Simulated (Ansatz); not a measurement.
**How the conductance of Nb/GaN/Ta changes with thickness**

Aim: the conductance of Nb/GaN/Ta junctions as the barrier thickens. The lower electrode is Nb bcc(001), the upper one Ta bcc(001); the barrier is GaN zinc blende(001) (N and Ga faces). In the first transport cell, after relaxation, the nearest pair of electrode and barrier is Nb–N at 2.07 Å, along the normal, at the lower face and Ta–Ga at 2.88 Å, at a slant, at the upper one. All share a net of side 3.264 Å, which strains the lower electrode by -1.4 %, the upper one by -1.4 % and the barrier by +1.5 %, against typed lattice constants near PBE's. The first steps treat the bulk electrodes alone.

Calculated with Ansatz 0.2.0; PBE DFT, plane waves, PAW files, in the first sound run; inputs show where later runs differ.

**1. Set-up**

The structure is tetragonal, space group I4/mmm (No. 139). The conventional cell has a = 3.264 Å, b = 3.264 Å, c = 3.342 Å, α = 90.00°, β = 90.00°, γ = 90.00°. Nearest to Nb lie 8 Nb at 2.85 Å.

**2. The strained electrode, electrode Nb bcc(001)**

The electrode is held to the junction's net and relaxed along the normal; its spacing is used for the ideal lead layers.

input.yaml

```yaml
crystal:
  lattice:
    - [3.264, 0.0, 0.0]
    - [0.0, 3.264, 0.0]
    - [0.0, 0.0, 3.3422]
  atoms:
    - { symbol: Nb, position: [0.0, 0.0, 0.0] }
    - { symbol: Nb, position: [0.5, 0.5, 0.5] }
kpoints:
  mp_grid: { grid: [10, 10, 9] }
scf:
  occupations: { method: fermi_dirac, width: 0.1 }
  max_iter: 150
hamiltonian:
  xc: pbe
relax:
  f_tol: 0.01
  max_steps: 40
  cell: { fix: [a, b, angles] }
```

Started as:

```bash
> ansatz run input.yaml --threads 8 --pin off --max-ram 24576MiB --backend cpu --events-out ev --progress --plain --runs-dir out
```

Numbers of over 12 decimals in the logs are rounded to 6 here.

What it wrote:

```text
Engine: ansatz 0.2.0, aarch64-unknown-linux-gnu
Pseudopotentials: kind: paw
Pseudopotential: Nb, paw, valence charge 13, recommended cutoff 420 eV (normal), Nb.paw.azcp
Functional definition: PBE
  parameter kappa = 0.804
  parameter beta = 0.066725
  exchange = pbe_x(kappa = kappa, mu = beta*pi^2/3)
  correlation = pbe_c(beta = beta)
Crystal: 2 atoms, lattice volume = 35.607 Å³
Basis set: ecut = 420 eV, 707 PW (Γ), exchange–correlation on 48×48×48 points (8 copies of the dense FFT grid, shifted against one another)
Bands: 17, of which v1, the nominal top of the filled ones, is band 13 counted from 1 (12 counted from 0)
Symmetry: 32 space group operations
Space group: I4/mmm (ITA 139), of the structure as read, at distance tolerance 3.3e-5 Å
k-points: 105 of 900
Non-local potential: Nb, projectors of the file, l = 0: 3, l = 1: 2, l = 2: 2, l = 3: 1
PAW form: soft (Blöchl's): semilocal exchange-correlation on the pseudo side does not see the compensation charge
PAW one-centre angular grid: Nb, 590 points (default); XC on 64 Gauss nodes
Initial density: superposition of atomic densities (neutral atoms: chi_scale 0, normalization atom), corrected by the library's trained network
Initial wavefunctions: pseudopotential atomic-orbital guess
Functional: x = pbe(κ = 0.804, μ = 0.219515), c = pbe(β = 0.066725)
SCF iter   1: F=—  HF=-9104.602721 eV  |F-HF|=—  |Δ(HF+E_count)|=         —  Δρ=3.38e-3  dr2=3.04e-3  ethr=1.77e-3  ⟨swp⟩=5.1  Hψ=7831  notcnv=0
preconditioner: auto → none  [metal: Δε(μ)=0.011 eV  Ē_g=4.247 eV  σ=0.100 eV  W_gap=0.03  n_scr=6 (ndim 8)  ℏωp=19.7 eV  f_vac=0.000  D(μ)=3.03/eV (n_scr^D=32)  sad-step TF]
SCF iter   2: F=—  HF=-9104.602467 eV  |F-HF|=—  |Δ(HF+E_count)|=   2.54e-4  Δρ=1.96e-3  dr2=1.01e-3  ethr=1.17e-5  ⟨swp⟩=2.0  Hψ=3239  notcnv=0
SCF iter   3: F=—  HF=-9104.602348 eV  |F-HF|=—  |Δ(HF+E_count)|=   1.19e-4  Δρ=3.12e-4  dr2=3.33e-5  ethr=3.89e-6  ⟨swp⟩=2.1  Hψ=2253  notcnv=0
SCF iter   4: F=—  HF=-9104.602328 eV  |F-HF|=—  |Δ(HF+E_count)|=   2.04e-5  Δρ=6.46e-5  dr2=3.61e-7  ethr=1.28e-7  ⟨swp⟩=2.3  Hψ=3036  notcnv=0
iter 5 did not close the SCF: its close was put off for the readings that it lacked (scf_convergence_deferred on its scf_iter line)
SCF iter   5: F=-9104.602328 eV  HF=-9104.602328 eV  |F-HF|=4.88e-8  |Δ(HF+E_count)|=   1.46e-7  Δρ=1.58e-5  dr2=6.19e-8  ethr=1.39e-9  ⟨swp⟩=2.0  Hψ=3166  notcnv=0
SCF iter   6: F=-9104.602328 eV  HF=-9104.602328 eV  |F-HF|=3.53e-9  |Δ(HF+E_count)|=   2.47e-8  Δρ=4.32e-6  dr2=4.35e-9  ethr=2.38e-10  ⟨swp⟩=1.4  Hψ=5519  notcnv=0
SCF 1 converged in 6 iterations: F = -9104.602328 eV  dr2 = 4.35e-9
  greatest PAW one-centre occupation: 0.998 electrons in one spin orbital (limit 2), on the Nb atom at site 1 (counted from 0), in its partial waves of l = 0
relax step   1: F+E_penalty+E_count = -9104.60232799 eV  Δ(F+E_penalty+E_count) = +0.000e0 eV  max|allowed force component| = 2.120e-30 eV/Å  Δτ_max = 0.0000 Å  P = +3.424 GPa  Ω = 35.607 Å³  fix = [a, b, alpha, beta, gamma]  reactions: a +4.418, b +4.418 GPa  (6 SCF iters, dr2 threshold 1.00e-7 eV, accepted)
Crystal: 2 atoms, lattice volume = 36.174 Å³
Basis set: ecut = 420 eV, 723 PW (Γ), exchange–correlation on 48×48×48 points (8 copies of the dense FFT grid, shifted against one another)
Initial density: handed on by an earlier stage of this run
Initial wavefunctions: those handed on with the density
iter 1 solved again at ethr=1.14e-6 eV; its pass at ethr=3.10e-3 eV (dr2=2.96e-4 eV) is discarded
SCF iter   1: F=—  HF=-9104.600373 eV  |F-HF|=—  |Δ(HF+E_count)|=         —  Δρ=1.49e-3  dr2=3.19e-4  ethr=1.14e-6  ⟨swp⟩=2.1  Hψ=12047  notcnv=0
preconditioner: auto → none  [metal: Δε(μ)=0.019 eV  Ē_g=4.158 eV  σ=0.100 eV  W_gap=0.05  n_scr=6 (ndim 8)  ℏωp=19.5 eV  f_vac=0.000  D(μ)=3.11/eV (n_scr^D=32)]
SCF iter   2: F=—  HF=-9104.600409 eV  |F-HF|=—  |Δ(HF+E_count)|=   3.67e-5  Δρ=7.33e-4  dr2=7.30e-5  ethr=1.14e-6  ⟨swp⟩=1.0  Hψ=1785  notcnv=0
SCF iter   3: F=—  HF=-9104.600425 eV  |F-HF|=—  |Δ(HF+E_count)|=   1.53e-5  Δρ=5.29e-5  dr2=6.41e-7  ethr=2.81e-7  ⟨swp⟩=1.0  Hψ=1785  notcnv=0
iter 4 did not close the SCF: its close was put off for the readings that it lacked (scf_convergence_deferred on its scf_iter line)
SCF iter   4: F=-9104.600425 eV  HF=-9104.600425 eV  |F-HF|=3.01e-9  |Δ(HF+E_count)|=   1.45e-8  Δρ=9.38e-6  dr2=9.09e-9  ethr=2.47e-9  ⟨swp⟩=2.1  Hψ=2980  notcnv=0
iter 5 did not close the SCF: its close was put off for the readings that it lacked (scf_convergence_deferred on its scf_iter line)
SCF iter   5: F=-9104.600425 eV  HF=-9104.600425 eV  |F-HF|=1.27e-10  |Δ(HF+E_count)|=   4.18e-9  Δρ=1.56e-6  dr2=2.02e-10  ethr=3.50e-11  ⟨swp⟩=2.2  Hψ=3080  notcnv=0
SCF iter   6: F=-9104.600425 eV  HF=-9104.600425 eV  |F-HF|=0.00e0  |Δ(HF+E_count)|=  1.46e-10  Δρ=1.02e-7  dr2=1.24e-12  ethr=1.00e-12  ⟨swp⟩=1.0  Hψ=4539  notcnv=0
SCF 2 converged in 6 iterations: F = -9104.600425 eV  dr2 = 1.24e-12
relax step   2: F+E_penalty+E_count = -9104.60042453 eV  Δ(F+E_penalty+E_count) = +1.903e-3 eV  max|allowed force component| = 2.662e-30 eV/Å  Δτ_max = 0.0000 Å  P = +0.743 GPa  Ω = 36.174 Å³  energy of the carried Pulay correction = -1.073e-4 eV  fix = [a, b, alpha, beta, gamma]  (6 SCF iters, dr2 threshold 2.00e-7 eV, rejected (line search))
Crystal: 2 atoms, lattice volume = 35.819 Å³
iter 1 solved again at ethr=6.06e-7 eV; its pass at ethr=3.10e-3 eV (dr2=1.57e-4 eV) is discarded
SCF iter   1: F=—  HF=-9104.603195 eV  |F-HF|=—  |Δ(HF+E_count)|=         —  Δρ=9.24e-4  dr2=1.20e-4  ethr=6.06e-7  ⟨swp⟩=2.3  Hψ=11393  notcnv=0
preconditioner: auto → none  [metal: Δε(μ)=0.008 eV  Ē_g=4.209 eV  σ=0.100 eV  W_gap=0.02  n_scr=6 (ndim 8)  ℏωp=19.6 eV  f_vac=0.000  D(μ)=3.06/eV (n_scr^D=32)]
SCF iter   2: F=—  HF=-9104.603209 eV  |F-HF|=—  |Δ(HF+E_count)|=   1.39e-5  Δρ=4.56e-4  dr2=2.76e-5  ethr=4.63e-7  ⟨swp⟩=1.0  Hψ=1785  notcnv=0
SCF iter   3: F=—  HF=-9104.603210 eV  |F-HF|=—  |Δ(HF+E_count)|=   8.43e-7  Δρ=4.05e-5  dr2=4.40e-7  ethr=1.06e-7  ⟨swp⟩=1.0  Hψ=1785  notcnv=0
SCF iter   4: F=—  HF=-9104.603209 eV  |F-HF|=—  |Δ(HF+E_count)|=   3.92e-7  Δρ=4.86e-6  dr2=2.21e-9  ethr=1.69e-9  ⟨swp⟩=2.0  Hψ=3045  notcnv=0
SCF iter   5: F=—  HF=-9104.603209 eV  |F-HF|=—  |Δ(HF+E_count)|=   1.18e-9  Δρ=1.26e-6  dr2=1.24e-10  ethr=8.49e-12  ⟨swp⟩=2.6  Hψ=3187  notcnv=0
SCF iter   6: F=-9104.603209 eV  HF=-9104.603209 eV  |F-HF|=5.46e-12  |Δ(HF+E_count)|=  9.46e-11  Δρ=5.83e-8  dr2=4.10e-13  ethr=1.00e-12  ⟨swp⟩=5.0  Hψ=6912  notcnv=0
SCF 3 converged in 6 iterations: F = -9104.603209 eV  dr2 = 4.10e-13
relax step   3: F+E_penalty+E_count = -9104.60320935 eV  Δ(F+E_penalty+E_count) = -8.814e-4 eV  max|allowed force component| = 1.578e-30 eV/Å  Δτ_max = 0.0000 Å  P = +2.392 GPa  Ω = 35.819 Å³  energy of the carried Pulay correction = -4.040e-5 eV  fix = [a, b, alpha, beta, gamma]  reactions: a +3.607, b +3.607 GPa  (6 SCF iters, accepted)
Initial wavefunctions: pseudopotential atomic-orbital guess (no wavefunctions were taken with the density)
iter 1 solved again at ethr=4.18e-8 eV; its pass at ethr=3.10e-3 eV (dr2=1.09e-5 eV) is discarded
SCF iter   1: F=—  HF=-9104.603260 eV  |F-HF|=—  |Δ(HF+E_count)|=         —  Δρ=2.30e-5  dr2=1.03e-8  ethr=4.18e-8  ⟨swp⟩=3.0  Hψ=12732  notcnv=0
preconditioner: auto → none  [metal: Δε(μ)=0.009 eV  Ē_g=4.209 eV  σ=0.100 eV  W_gap=0.02  n_scr=6 (ndim 8)  ℏωp=19.6 eV  f_vac=0.000  D(μ)=3.06/eV (n_scr^D=32)]
SCF iter   2: F=—  HF=-9104.603254 eV  |F-HF|=—  |Δ(HF+E_count)|=   5.62e-6  Δρ=1.14e-5  dr2=2.28e-9  ethr=3.95e-11  ⟨swp⟩=2.1  Hψ=3122  notcnv=0
SCF iter   3: F=—  HF=-9104.603254 eV  |F-HF|=—  |Δ(HF+E_count)|=   6.90e-8  Δρ=7.67e-7  dr2=4.37e-11  ethr=8.78e-12  ⟨swp⟩=2.8  Hψ=3168  notcnv=0
iter 4 did not close the SCF: its close was put off for the readings that it lacked (scf_convergence_deferred on its scf_iter line)
SCF iter   4: F=-9104.603254 eV  HF=-9104.603254 eV  |F-HF|=9.09e-12  |Δ(HF+E_count)|=  2.60e-10  Δρ=1.71e-7  dr2=1.96e-12  ethr=1.00e-12  ⟨swp⟩=1.0  Hψ=1785  notcnv=0
iter 5 did not close the SCF: its close was put off for the readings that it lacked (scf_convergence_deferred on its scf_iter line)
SCF iter   5: F=-9104.603254 eV  HF=-9104.603254 eV  |F-HF|=0.00e0  |Δ(HF+E_count)|=  1.09e-11  Δρ=1.76e-8  dr2=3.39e-14  ethr=1.00e-12  ⟨swp⟩=1.0  Hψ=1785  notcnv=0
iter 6 did not close the SCF: its close was put off for the readings that it lacked (scf_convergence_deferred on its scf_iter line)
SCF iter   6: F=-9104.603254 eV  HF=-9104.603254 eV  |F-HF|=0.00e0  |Δ(HF+E_count)|=    0.00e0  Δρ=3.98e-9  dr2=1.95e-15  ethr=1.00e-12  ⟨swp⟩=1.0  Hψ=1785  notcnv=0
iter 7 did not close the SCF: its close was put off for the readings that it lacked (scf_convergence_deferred on its scf_iter line)
SCF iter   7: F=-9104.603254 eV  HF=-9104.603254 eV  |F-HF|=0.00e0  |Δ(HF+E_count)|=  1.82e-12  Δρ=4.66e-10  dr2=4.25e-17  ethr=1.00e-12  ⟨swp⟩=1.0  Hψ=1785  notcnv=0
SCF iter   8: F=-9104.603254 eV  HF=-9104.603254 eV  |F-HF|=1.82e-12  |Δ(HF+E_count)|=  1.82e-12  Δρ=8.17e-11  dr2=9.97e-19  ethr=1.00e-12  ⟨swp⟩=1.0  Hψ=3993  notcnv=0
SCF 4 converged in 8 iterations: F = -9104.603254 eV  dr2 = 9.97e-19
relax step   4: F+E_penalty+E_count = -9104.60325409 eV  Δ(F+E_penalty+E_count) = -4.473e-5 eV  max|allowed force component| = 5.916e-31 eV/Å  Δτ_max = 0.0000 Å  P = +2.392 GPa  Ω = 35.819 Å³  fix = [a, b, alpha, beta, gamma]  reactions: a +3.606, b +3.606 GPa  stress off target by 3.70e-2 GPa on what of the cell is left free  SCF on the basis re-selected at this cell (its energy is not comparable with the rows above)  (8 SCF iters)
basis re-selected at this cell: Δ(F+E_penalty+E_count) = -4.473e-5 eV, ΔP = +0.000 GPa vs the last step (what re-selecting the basis moved, of the pressure what is left beyond the Pulay correction that the steps carried, after the strain that the cell walked since its last selection, with what the two solves' SCF thresholds leave and, on support functions, any second-order correction that the steps lacked; it is no m [...]
SCF converged after 8 iterations
Free energy (F): -9104.603254 eV
Harris-Foulkes:  -9104.603254 eV  (|F-HF|=1.82e-12)
Internal energy: -9104.503944 eV  (E = F + TS)
E sigma→0 (E₀):  -9104.553599 eV
Entropy (-TS):   -0.099310 eV (-49.655 meV/atom)
Fermi energy:    17.912566 eV
--- Per-component energies (eV) ---
  E_band       = -131.387146
  E_kinetic    = 791.098445
  E_local      = -1380.452299  (includes V_loc(G=0)·N_el)
  E_nonlocal   = 239.973463
  E_hartree    = 430.115239
  E_xc         = -351.700360
  E_vxc        = -426.739156  (∫ρ·V_xc dr)
  E_paw        = -6146.932358  (= ΣΔE_a)
  E_vpaw       = -215.498091  (= ΣTr[D̂ρ^β])
  E_aug_tail   = 0.000013  (compensation charges beyond the density's cutoff)
  E_ewald      = -2686.606087
  E_smearing   = -0.099310  (= −TS)
  E_closure    = 0.000000  (closes the sum)
  Σ components = -9104.603254   (vs F -9104.603254, Δ=0.00e0)
--- Forces (eV/Å), atoms counted from 1 ---
  atom   1  Nb     0.00000000     0.00000000     0.00000000
  atom   2  Nb     0.00000000     0.00000000     0.00000000
  max |Σ_I F_I| component: 3.55e-30 eV/Å
--- Stress (GPa, compression-positive) ---
        3.606485       0.000000       0.000000
        0.000000       3.606485       0.000000
        0.000000       0.000000      -0.037044
  P = ⅓ Tr σ = 2.3920 GPa (23.920 kbar)
--- Relaxed structure (3 steps of the walk, 2 accepted, 1 SCFs on fresh bases) ---
  F+E_penalty+E_count = -9104.60325409 eV   max|allowed force component| = 5.916e-31 eV/Å   (the final SCF, on the basis selected at the relaxed cell)
  cell:  # Å, volume = 35.8192 Å³
    - [3.264, 0, 0.0]
    - [0, 3.264, 0.0]
    - [0.0, 0.0, 3.362136]
  atoms:
    - { symbol: Nb, position: [0.0, 0.0, 0.0] }
    - { symbol: Nb, position: [0.5, 0.5, 0.5] }
```

Run time: 1.7 s. Hardware: 8 threads of Arm Neoverse V2, shared host; peak memory 0.38 GiB.

Relaxation path:

```
step  energy less that of the first step (eV)  largest force component (eV/Å)  pressure (GPa)  volume (Å³)
   1                                   0.0000                          0.0000            3.42        35.61
   2                                   0.0019                          0.0000            0.74        36.17
   3                                  -0.0009                          0.0000            2.39        35.82
  4*                                  -0.0009                          0.0000            2.39        35.82
```

Relaxation steps marked * repeat the geometry before them on a plane-wave basis chosen anew for their cell, so energy and pressure can jump there. Relaxation step 2 was tried and not accepted.

The run keeps the 32 symmetry operations that it works with, so distortions that break them were not tested.

```
conventional cell, symmetrised  before  after  change
                         a (Å)   3.264  3.264  +0.0 %
                         b (Å)   3.264  3.264  +0.0 %
                         c (Å)   3.342  3.362  +0.6 %
              volume (Å³/atom)   17.80  17.91  +0.6 %
```

Final coordinates:

```
Nb
1.0
     3.26400    0.00000    0.00000
     0.00000    3.26400    0.00000
     0.00000    0.00000    3.36214
Nb
2
Cartesian
  0.0000 0.0000 0.0000
  1.6320 1.6320 1.6811
```

Numbers from this step:

| Item | Value |
| --- | --- |
| free energy | -9104.6033 eV |
| Fermi energy | 17.91 eV |
| pressure | 2.392 GPa |

The cell grew by 0.6 % in volume.

**3. Layer spacing of the electrode, electrode Ta bcc(001)**

System of this step: Ta. Symmetry: I4/mmm, No. 139, tetragonal system. The conventional cell has a = 3.264 Å, b = 3.264 Å, c = 3.342 Å, α = 90.00°, β = 90.00°, γ = 90.00°. Nearest to Ta lie 8 Ta at 2.85 Å.

The electrode is held to the junction's net and relaxed along the normal; its spacing is used for the ideal lead layers.

input.yaml, the sections that differ from step 2:

```yaml
crystal:
  lattice:
    - [3.264, 0.0, 0.0]
    - [0.0, 3.264, 0.0]
    - [0.0, 0.0, 3.3422]
  atoms:
    - { symbol: Ta, position: [0.0, 0.0, 0.0] }
    - { symbol: Ta, position: [0.5, 0.5, 0.5] }
# kpoints, scf, hamiltonian, relax: as in step 2
```

What it wrote:

```text
[...]
Crystal: 2 atoms, lattice volume = 35.607 Å³
Basis set: ecut = 420 eV, 707 PW (Γ), exchange–correlation on 48×48×48 points (8 copies of the dense FFT grid, shifted against one another)
Bands: 17, of which v1, the nominal top of the filled ones, is band 13 counted from 1 (12 counted from 0)
Symmetry: 32 space group operations
[...]
k-points: 105 of 900
[...]
SCF iter   1: F=—  HF=-19864.518752 eV  |F-HF|=—  |Δ(HF+E_count)|=         —  Δρ=2.15e-3  dr2=4.60e-4  ethr=1.77e-3  ⟨swp⟩=5.1  Hψ=7799  notcnv=0
[...]
SCF iter   6: F=-19864.519490 eV  HF=-19864.519490 eV  |F-HF|=1.42e-10  |Δ(HF+E_count)|=   1.35e-8  Δρ=1.17e-6  dr2=2.11e-10  ethr=3.73e-10  ⟨swp⟩=2.2  Hψ=6759  notcnv=0
SCF 1 converged in 6 iterations: F = -19864.519490 eV  dr2 = 2.11e-10
[...]
relax step   1: F+E_penalty+E_count = -19864.51949035 eV  Δ(F+E_penalty+E_count) = +0.000e0 eV  max|allowed force component| = 1.479e-31 eV/Å  Δτ_max = 0.0000 Å  P = +5.941 GPa  Ω = 35.607 Å³  fix = [a, b, alpha, beta, gamma]  reactions: a +6.795, b +6.795 GPa  (6 SCF iters, dr2 threshold 1.00e-7 eV, accepted)
Crystal: 2 atoms, lattice volume = 37.279 Å³
Basis set: ecut = 420 eV, 723 PW (Γ), exchange–correlation on 48×48×48 points (8 copies of the dense FFT grid, shifted against one another)
[...]
SCF iter   6: F=-19864.500902 eV  HF=-19864.500902 eV  |F-HF|=3.64e-12  |Δ(HF+E_count)|=   1.35e-9  Δρ=2.87e-7  dr2=1.35e-11  ethr=6.48e-12  ⟨swp⟩=1.1  Hψ=5398  notcnv=0
SCF 2 converged in 6 iterations: F = -19864.500902 eV  dr2 = 1.35e-11
relax step   2: F+E_penalty+E_count = -19864.50090220 eV  Δ(F+E_penalty+E_count) = +1.859e-2 eV  max|allowed force component| = 3.427e-30 eV/Å  Δτ_max = 0.0000 Å  P = -2.944 GPa  Ω = 37.279 Å³  energy of the carried Pulay correction = -5.909e-4 eV  fix = [a, b, alpha, beta, gamma]  (6 SCF iters, dr2 threshold 2.00e-7 eV, rejected (line search))
Crystal: 2 atoms, lattice volume = 36.226 Å³
[...]
SCF iter   6: F=-19864.526642 eV  HF=-19864.526642 eV  |F-HF|=1.09e-11  |Δ(HF+E_count)|=  4.87e-10  Δρ=1.77e-7  dr2=5.98e-12  ethr=1.00e-12  ⟨swp⟩=4.0  Hψ=8632  notcnv=0
SCF 3 converged in 6 iterations: F = -19864.526642 eV  dr2 = 5.98e-12
relax step   3: F+E_penalty+E_count = -19864.52664182 eV  Δ(F+E_penalty+E_count) = -7.151e-3 eV  max|allowed force component| = 8.677e-30 eV/Å  Δτ_max = 0.0000 Å  P = +2.389 GPa  Ω = 36.226 Å³  energy of the carried Pulay correction = -2.220e-4 eV  fix = [a, b, alpha, beta, gamma]  reactions: a +3.752, b +3.752 GPa  (6 SCF iters, accepted)
[...]
relax step   4: F+E_penalty+E_count = -19864.52670892 eV  Δ(F+E_penalty+E_count) = -6.710e-5 eV  max|allowed force component| = 4.807e-30 eV/Å  Δτ_max = 0.0000 Å  P = +2.641 GPa  Ω = 36.180 Å³  energy of the carried Pulay correction = -2.057e-4 eV  fix = [a, b, alpha, beta, gamma]  reactions: a +3.969, b +3.969 GPa  (6 SCF iters, dr2 threshold 2.00e-7 eV, accepted)
[...]
SCF iter   8: F=-19864.526948 eV  HF=-19864.526948 eV  |F-HF|=7.28e-12  |Δ(HF+E_count)|=  7.28e-12  Δρ=2.14e-10  dr2=8.36e-18  ethr=1.00e-12  ⟨swp⟩=2.3  Hψ=5265  notcnv=0
SCF 5 converged in 8 iterations: F = -19864.526948 eV  dr2 = 8.36e-18
relax step   5: F+E_penalty+E_count = -19864.52694825 eV  Δ(F+E_penalty+E_count) = -2.393e-4 eV  max|allowed force component| = 4.733e-30 eV/Å  Δτ_max = 0.0000 Å  P = +2.649 GPa  Ω = 36.180 Å³  fix = [a, b, alpha, beta, gamma]  reactions: a +3.973, b +3.973 GPa  stress off target by 4.54e-4 GPa on what of the cell is left free  SCF on the basis re-selected at this cell (its energy is not comparable with the rows above)  (8 SCF iters)
[...]
SCF converged after 8 iterations
Free energy (F): -19864.526948 eV
[...]
Internal energy: -19864.436173 eV  (E = F + TS)
E sigma→0 (E₀):  -19864.481561 eV
Entropy (-TS):   -0.090775 eV (-45.388 meV/atom)
Fermi energy:    18.564580 eV
[...]
--- Stress (GPa, compression-positive) ---
        3.972992      -0.000000       0.000000
       -0.000000       3.972992       0.000000
        0.000000       0.000000       0.000454
  P = ⅓ Tr σ = 2.6488 GPa (26.488 kbar)
--- Relaxed structure (4 steps of the walk, 3 accepted, 1 SCFs on fresh bases) ---
[...]
cell:  # Å, volume = 36.1799 Å³
    - [3.264, 0, 0.0]
    - [0, 3.264, 0.0]
    - [0.0, 0.0, 3.395993]
  atoms:
    - { symbol: Ta, position: [0.0, 0.0, 0.0] }
    - { symbol: Ta, position: [0.5, 0.5, 0.500000] }
```

Run time: 2.1 s. Hardware: 8 threads; peak memory 0.39 GiB.

The steps of the relaxation:

```
step  energy less that of the first step (eV)  largest force component (eV/Å)  pressure (GPa)  volume (Å³)
   1                                   0.0000                          0.0000            5.94        35.61
   2                                   0.0186                          0.0000           -2.94        37.28
   3                                  -0.0072                          0.0000            2.39        36.23
   4                                  -0.0072                          0.0000            2.64        36.18
  5*                                  -0.0075                          0.0000            2.65        36.18
```

Relaxation steps marked * repeat the geometry before them on a plane-wave basis chosen anew for their cell, so energy and pressure can jump there. Relaxation step 2 was tried and not accepted.

Forces are held to the 32 operations that the run works with; a distortion that breaks them can't arise in this run.

```
conventional cell, symmetrised  before  after  change
                         a (Å)   3.264  3.264  +0.0 %
                         b (Å)   3.264  3.264  +0.0 %
                         c (Å)   3.342  3.396  +1.6 %
              volume (Å³/atom)   17.80  18.09  +1.6 %
```

Final coordinates:

```xyz
2
Lattice="3.2640 0.0000 0.0000 0.0000 3.2640 0.0000 0.0000 0.0000 3.3960" Properties=species:S:1:pos:R:3 pbc="T T T"
Ta    0.0000    0.0000    0.0000
Ta    1.6320    1.6320    1.6980
```

Numbers from this step:

```
free energy  : -19864.5269 eV
Fermi energy : 18.56 eV
pressure     : 2.649 GPa
```

(Part 1 of 6 ends here.)

[Logs are printed without paths, hosts, clocks, repeated set-up lines and the standing remarks that a program may print on its own settings, such as how far it seeks lower states.]

[Hosts, paths, dates, database ids (printed as entryN), source tags and the programs' standing remarks are cut or masked in the printed files.]
